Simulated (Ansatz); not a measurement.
# Au under changes of volume

One of the cells (16.855 Å³/atom); the others are scaled copies at fixed shape and fractional positions:

```xyz
1
Lattice="0.0000 2.0350 2.0350 2.0350 0.0000 2.0350 2.0350 2.0350 0.0000" Properties=species:S:1:pos:R:3 pbc="T T T"
Au    0.0000    0.0000    0.0000
```

| Property | Result |
| --- | --- |
| Program | Ansatz 0.2.0 |
| Functional | HF |
| Potentials or basis | Ansatz PAW |
| Cutoff | 420 eV (not typed: the program's choice for these potentials) |
| k mesh | 6 × 6 × 6 |
| Occupations | fermi-dirac, width 0.05 eV |
| Spin | no spin polarisation |

```tsv
volume (Å³/atom)	energy over the lowest point (meV/atom)	pressure (GPa)
15.843	?	?
16.181	256.80	35.7
16.518	187.69	30.5
16.855	128.26	25.9
17.192	77.83	21.8
17.529	34.80	18.3
17.866	0.00	15.0
```

Task: What does the run at 15.843 Å³/atom give?

Result: Energy over the lowest point 338.74 meV/atom; pressure 41.5 GPa.

Worked out: A Birch-Murnaghan fit of order 3 (a polynomial in V^(-2/3)) to the other rows has no minimum within the range. It gives 336.36 meV/atom at 15.843 Å³/atom, against the run's 338.74, and -dE/dV = 40.3 GPa, against 41.5.

Energies are extrapolated to zero smearing.

Caveats: all runs use coarse meshes; the PAW data sets come from PBE, with cores solved anew for the run's functional, which leaves a small shift of forces and pressure; the thresholds are loose for stress.
